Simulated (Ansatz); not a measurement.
The system is AlN.

```
Al N
1.0
     0.00000    2.18399    2.18399
     2.18399    0.00000    2.18399
     2.18399    2.18399    0.00000
Al N
1 1
Direct
  0.00000 0.00000 0.00000
  0.25000 0.25000 0.25000
```

Measurements of this composition are mostly on another form, of space group No. 186.

Program: Ansatz 0.2.0. Alike in all runs: task band structure; potentials or basis Ansatz PAW; no spin polarisation; cell as given; k mesh 10 × 10 × 10; smearing fermi-dirac 0.05 eV.

Q: Order these runs on this cell by their band gap on the k mesh, lowest first.
A. level BLYP; cutoff (eV) 420
B. level PBEsol; cutoff (eV) 420
C. level r2SCAN; cutoff (eV) 500

A: B (3.20 eV), A (3.69 eV), C (3.94 eV).

Runs at the PBE level aren't shown here.
